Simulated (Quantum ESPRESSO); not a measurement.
Crystal: BAs.

```
CELL_PARAMETERS angstrom
3.23587 0.00000 0.00000
0.00000 3.23587 0.00000
0.00000 0.00000 3.23587
ATOMIC_POSITIONS crystal
B 0.00000 0.00000 0.00000
As 0.50000 0.50000 0.50000
```

The cell was built by a generator and needn't be a form met in nature.

Base run:

```yaml
Program: Quantum ESPRESSO 7.5
Functional: RPBE
Potentials_or_basis: SG15 PBE 1.2
Cutoff: 952 eV
Density_cutoff: 3810 eV
k_mesh: 8 × 8 × 8
Occupations: fermi-dirac, width 0.05 eV
Spin: no spin polarisation
```

Its results: band gap on the k mesh none (metal or under the smearing width); pressure -14.1 GPa.

The run is repeated on the same cell with these changes: functional from RPBE to PBEsol. What comes out?

Band gap on the k mesh none (metal or under the smearing width); pressure -16.8 GPa.

PBEsol binds more tightly than RPBE, so the same cell stands under less pressure.

Caveats: the potentials were made for another functional, which shifts forces and pressure.
